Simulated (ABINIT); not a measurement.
# RbBr (Fm-3m): G0W0 with ABINIT, start to end

Aim: the G0W0 gap of RbBr (Fm-3m) on PBE, step by step.

Calculated with ABINIT 10.8.3; PBE and many-body steps on it, plane waves.

The database entry behind the starting cell differs from later determinations by our own check (about 0.5 % short), so it need not match the best structure at ambient conditions.

### Step 1. The starting structure

The structure is cubic, space group Fm-3m (No. 225). The conventional cell has a = 6.854 Å, b = 6.854 Å, c = 6.854 Å, α = 90.00°, β = 90.00°, γ = 90.00°. Rb has 6 Br at 3.43 Å nearest. Nearest to Br lie 6 Rb at 3.43 Å. Farther neighbours and most contacts between anions are not listed.

The cell and positions come from the Crystallography Open Database and are kept as given unless a step says otherwise.

### Step 2. Ground state

This step: ABINIT 10.8.3; DFT, PBE, plane waves, norm-conserving pseudopotentials.

The ground-state density comes first.

The input, run.abi:

```
acell 3*1.0 Angstrom
rprim 
  0.000000000000 3.427000000000 3.427000000000
  3.427000000000 0.000000000000 3.427000000000
  3.427000000000 3.427000000000 -0.000000000000
ntypat 2
znucl 37 35
natom 2
typat 1 2
xred 
  0.000000000000 0.000000000000 0.000000000000
  0.500000000000 0.500000000000 0.500000000000
pp_dirpath "pseudos"
pseudos "Rb.upf, Br.upf"
ecut 19
ngkpt 6 6 6
nshiftk 1
shiftk 0 0 0
kptopt 1
chksymbreak 0
nband 13
occopt 1
tolvrs 1e-10
nstep 60
prtwf 0
optforces 0
optstress 0
indata_prefix "in"
outdata_prefix "out"
tmpdata_prefix "tmp"
```

Started as:

```console
OMP_NUM_THREADS=1 mpirun -n 4 abinit run.abi > log
```

Numbers of over 12 decimals in the logs are rounded to 6 here.

What it wrote:

```text
.Version 10.8.3 of ABINIT. v10.8.2 released Aug 2026.

 Symmetries : space group Fm -3 m (#225); Bravais cF (face-center cubic)
================================================================================
 Values of the parameters that define the memory need of the present run
     intxc =       0    ionmov =       0      iscf =       7    lmnmax =       6
     lnmax =       6     mgfft =      36  mpssoang =       3    mqgrid =    3001
     natom =       2  nloc_mem =       1    nspden =       1   nspinor =       1
    nsppol =       1      nsym =      48    n1xccc =    2501    ntypat =       2
    occopt =       1   xclevel =       2
-    mband =          13        mffmem =           1         mkmem =           4
       mpw =        2174          nfft =       46656          nkpt =          16
================================================================================
  Rough estimation (10% accuracy) of disk space for files :
================================================================================

--------------------------------------------------------------------------------
------------- Echo of variables that govern the present computation ------------
--------------------------------------------------------------------------------
 -outvars: echo values of preprocessed input variables --------
            acell      1.8897261259E+00  1.8897261259E+00  1.8897261259E+00 Bohr

      chksymbreak           0
             ecut      1.90000000E+01 Hartree
-          fftalg         312

              ixc     -101130
              kpt      0.00000000E+00  0.00000000E+00  0.00000000E+00
                       1.66666667E-01  0.00000000E+00  0.00000000E+00
                       3.33333333E-01  0.00000000E+00  0.00000000E+00
                       5.00000000E-01  0.00000000E+00  0.00000000E+00
                       1.66666667E-01  1.66666667E-01  0.00000000E+00
                       3.33333333E-01  1.66666667E-01  0.00000000E+00
                       5.00000000E-01  1.66666667E-01  0.00000000E+00
                      -3.33333333E-01  1.66666667E-01  0.00000000E+00
                      -1.66666667E-01  1.66666667E-01  0.00000000E+00
   [... 5 further rows ...]
                      -3.33333333E-01  3.33333333E-01  1.66666667E-01
                      -3.33333333E-01  5.00000000E-01  1.66666667E-01
         kptrlatt        6    0    0      0    6    0      0    0    6
          kptrlen      5.49514580E+01
P           mkmem           4
            natom           2
            nband          13
            ngfft          36      36      36
             nkpt          16
            nstep          60
             nsym          48
           ntypat           2
              occ      2.000000  2.000000  2.000000  2.000000  2.000000  2.000000
                       2.000000  2.000000  0.000000  0.000000  0.000000  0.000000
                       0.000000
        optforces           0
        optstress           0
            prtwf           0
            rprim      0.0000000000E+00  3.4270000000E+00  3.4270000000E+00
[...]
spgroup         225

           tolvrs      1.00000000E-10

             xred      0.0000000000E+00  0.0000000000E+00  0.0000000000E+00
[...]
znucl       37.00000   35.00000

================================================================================

 chkinp: Checking input parameters for consistency.

================================================================================
== DATASET  1 ==================================================================
-   mpi_nproc: 4, omp_nthreads: 1 (-1 if OMP is not activated)

--- !DatasetInfo
iteration_state: {dtset: 1, }
dimensions: {natom: 2, nkpt: 16, mband: 13, nsppol: 1, nspinor: 1, nspden: 1, mpw: 2174, }
cutoff_energies: {ecut:  19.0, pawecutdg:  -1.0, }
electrons: {nelect:   1.60000000E+01, charge:   0.00000000E+00, occopt:   1.00000000E+00, tsmear:   1.00000000E-02, }

 Real(R)+Recip(G) space primitive vectors, cartesian coordinates (Bohr,Bohr^-1):
 R(1)=  0.0000000  6.4760914  6.4760914  G(1)= -0.0772071  0.0772071  0.0772071
 R(2)=  6.4760914  0.0000000  6.4760914  G(2)=  0.0772071 -0.0772071  0.0772071
 R(3)=  6.4760914  6.4760914  0.0000000  G(3)=  0.0772071  0.0772071 -0.0772071
 Unit cell volume ucvol=  5.4321144E+02 bohr^3
 Angles (23,13,12)=  6.00000000E+01  6.00000000E+01  6.00000000E+01 degrees

 getcut: wavevector=  0.0000  0.0000  0.0000  ngfft=  36  36  36
         ecut(hartree)=     19.000   => boxcut(ratio)=   2.00324

--- Pseudopotential description ------------------------------------------------
- Rb Generated using ONCVPSP code by D. R. Hamann
- 37.00000   9.00000  171031                  znucl, zion, pspdat
12 -101130 2 -1 2308                          pspcod,pspxc,lmax,lloc,mmax
     nproj     2     2     2
  pspatm : epsatm=   34.45470878
         --- l  ekb(1:nproj) -->
[...]
pspatm: atomic psp has been read  and splines computed

- Br Generated using ONCVPSP code by D. R. Hamann
- 35.00000   7.00000  171031                  znucl, zion, pspdat
12 -101130 2 -1 1098                          pspcod,pspxc,lmax,lloc,mmax
     nproj     2     2     2
  pspatm : epsatm=   11.64859065
         --- l  ekb(1:nproj) -->
[...]
2    2.589748    0.385882
 pspatm: atomic psp has been read  and splines computed

   7.37652791E+02                                ecore*ucvol(ha*bohr**3)
--------------------------------------------------------------------------------

_setup2: Arith. and geom. avg. npw (full set) are    2148.356    2148.321

================================================================================

--- !BeginCycle
iteration_state: {dtset: 1, }
solver: {iscf: 7, nstep: 60, nline: 4, wfoptalg: 0, }
tolerances: {tolvrs: 1.00E-10, }

     iter   Etot(hartree)      deltaE(h)  residm     vres2
 ETOT  1  -42.919326766497    -4.292E+01 2.148E-02 5.695E+01
 ETOT  2  -42.937657193746    -1.833E-02 1.882E-02 2.540E+00
 ETOT  3  -42.938068935354    -4.117E-04 1.819E-03 3.897E-01
 ETOT  4  -42.938088369369    -1.943E-05 6.787E-04 3.269E-02
 ETOT  5  -42.938089964393    -1.595E-06 5.464E-04 3.243E-04
 ETOT  6  -42.938089977893    -1.350E-08 1.993E-04 1.758E-06
 ETOT  7  -42.938089978009    -1.162E-10 1.308E-04 9.622E-08
 ETOT  8  -42.938089978019    -9.742E-12 7.673E-05 2.875E-09
 ETOT  9  -42.938089978018     1.002E-12 2.935E-05 6.802E-11

 At SCF step    9       vres2   =  6.80E-11 < tolvrs=  1.00E-10 =>converged.

--- !ResultsGS
iteration_state: {dtset: 1, }
comment   : Summary of ground state results
lattice_vectors:
- [  0.0000000,   6.4760914,   6.4760914, ]
- [  6.4760914,   0.0000000,   6.4760914, ]
- [  6.4760914,   6.4760914,  -0.0000000, ]
lattice_lengths: [   9.15858,    9.15858,    9.15858, ]
lattice_angles: [ 60.000,  60.000,  60.000, ] # degrees, (23, 13, 12)
lattice_volume:   5.4321144E+02
convergence: {deltae:  1.002E-12, res2:  6.802E-11, residm:  2.935E-05, diffor:  0.000E+00, }
etotal    :  -4.29380900E+01
entropy   :   0.00000000E+00
fermie    :  -3.82805169E-02
cartesian_stress_tensor: null
pressure_GPa: null
xred      :
- [  0.0000E+00,   0.0000E+00,   0.0000E+00, Rb]
- [  5.0000E-01,   5.0000E-01,   5.0000E-01, Br]
cartesian_forces: null
force_length_stats: {min: null, max: null, mean: null, }

 Integrated electronic density in atomic spheres:
 ------------------------------------------------
 Atom  Sphere_radius  Integrated_density
    1        2.00000          6.04011203
    2        2.00000          4.25675229
================================================================================

 ----iterations are completed or convergence reached----

 Mean square residual over all n,k,spin=   28.329E-08; max=  29.351E-06
 reduced coordinates (array xred) for    2 atoms
       0.000000000000      0.000000000000      0.000000000000
       0.500000000000      0.500000000000      0.500000000000
 rms dE/dt=  0.0000E+00; max dE/dt=  0.0000E+00; dE/dt below (all hartree)
    1       0.000000000000      0.000000000000      0.000000000000
    2       0.000000000000      0.000000000000      0.000000000000

 cartesian coordinates (angstrom) at end:
    1      0.000000     0.000000     0.000000
    2      3.427000     3.427000     3.427000
 length scales=  1.889726125908  1.889726125908  1.889726125908 bohr
              =  1.000000000000  1.000000000000  1.000000000000 angstroms
 prteigrs : about to open file out_EIG
 Fermi (or HOMO) energy (hartree) =  -0.03828   Average Vxc (hartree)=  -0.27156
 Eigenvalues (hartree) for nkpt=  16  k points:
 kpt#   1, nband= 13, wtk=  0.00463, kpt=  0.0000  0.0000  0.0000 (reduced coord)
  -0.93590   -0.48605   -0.35047   -0.35047   -0.35047   -0.03828   -0.03828   -0.03828
   0.12208    0.22944    0.22944    0.22944    0.26211
 prteigrs : prtvol=0 or 1, do not print more k-points.

--- !EnergyTerms
iteration_state     : {dtset: 1, }
comment             : Components of total free energy in Hartree
kinetic             :  1.16832611025282E+01
hartree             :  7.38146148238216E+00
xc                  : -1.22925326011354E+01
Ewald energy        : -2.83094525709479E+01
psp_core            :  1.35794780975051E+00
local_psp           : -2.38293239440908E+01
non_local_psp       :  1.07054874349507E+00
total_energy        : -4.29380899780181E+01
total_energy_eV     : -1.16840495105654E+03
band_energy         : -5.27028916339994E+00

== END DATASET(S) ==============================================================
================================================================================

 -outvars: echo values of variables after computation  --------
           etotal     -4.2938089978E+01
            nband          13
             nkpt          16
          spgroup         225
 [... the other variables as echoed above ...]

 Calculation completed.
```

The job ended after 4.8 s (4 MPI ranks of Arm Neoverse V2, shared host; peak memory 0.28 GiB; 19 s of CPU time).

Numbers from this step:

```yaml
total_energy: -1168.4050 eV
gap: 4.364 eV
k_of_the_valence_top: 0, 0, 0
k_of_the_conduction_bottom: 0, 0, 0
least_direct_gap: 4.364 eV
```

The gap is direct, at Γ.

(Part 1 of 3 ends here.)

[Paths, hosts, dates, memory and timing lines, banners, echoed tables and standing remarks are left out of the program output.]

[Logs are printed without paths, hosts, clocks, repeated set-up lines and the standing remarks that a program may print on its own settings, such as how far it seeks lower states.]

[Runs of the session that timed out or met a known fault of the program may be left out.]

[Hosts, paths, dates, database ids (printed as entryN), source tags and the programs' standing remarks are cut or masked in the printed files.]

[G0W0 gaps are taken among the corrected bands and points alone; a level outside them can change the order at an edge.]

[Where Ansatz stands beside ABINIT at settings called matched, ABINIT's density can come from a denser mesh and the files from another edition; pairs whose starting gaps differed by over 0.03 eV were left out, so agreement reads better than it is.]
